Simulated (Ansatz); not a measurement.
Write the native input for Ansatz 0.2.0 that does the following.

```
Task                : relaxation of cell and atoms
Functional          : PBEsol
Dispersion          : D3(BJ)
Potentials or basis : all-electron LAPW, scalar-relativistic
Basis error allowed : 0.001 eV/atom
k mesh              : 11 × 11 × 11
Occupations         : fermi-dirac, width 0.05 eV
Spin                : no spin polarisation
```

Crystal: Ti.

```
Ti
1.0
    -1.64100    1.64100    1.64100
     1.64100   -1.64100    1.64100
     1.64100    1.64100   -1.64100
Ti
1
Direct
  0.00000 0.00000 0.00000
```

This isn't the form of Ti at room conditions, which is hcp.

One way to write it, as run:

input.yaml

```yaml
crystal:
  lattice:
    - [-1.641, 1.641, 1.641]
    - [1.641, -1.641, 1.641]
    - [1.641, 1.641, -1.641]
  atoms:
    - { symbol: Ti, position: [0.0, 0.0, 0.0] }
kpoints:
  mp_grid: { grid: [11, 11, 11] }
scf:
  occupations: { method: fermi_dirac, width: 0.05 }
hamiltonian:
  xc: pbesol
  dispersion: d3bj
  pseudopotentials: { kind: all_electron, lapw: { basis_error: 0.001 } }
output:
  forces: true
  stress: true
relax:
  f_tol: 0.02
  max_steps: 60
  cell: {}
```

Potentials or basis: all-electron LAPW, scalar-relativistic.

Launch:

```bash
$ ansatz run input.yaml --threads 1 --pin off --max-ram 3072MiB --backend cpu --events-out ev --progress --plain --runs-dir out
```

Results of the run:

| Item | Value |
| --- | --- |
| Relaxed volume | 15.63 Å³/atom |
| Relaxed cell | a = 2.728 Å, b = 2.728 Å, c = 2.728 Å, α = 109.47°, β = 109.47°, γ = 109.47° |
| Space group after relaxing (to 0.05 Å) | Im-3m (No. 229) |
| Energy gained by relaxing | 85.3 meV/atom |
| Ionic steps | 5 |
| Pressure after relaxing | 0.0 GPa |

Caveat: the volume moved by -12 % from the deposited cell, more than functionals usually miss.

Wall time 8 s on 1 thread of Arm Neoverse V1, with other jobs on the host, peak memory 0.23 GiB.
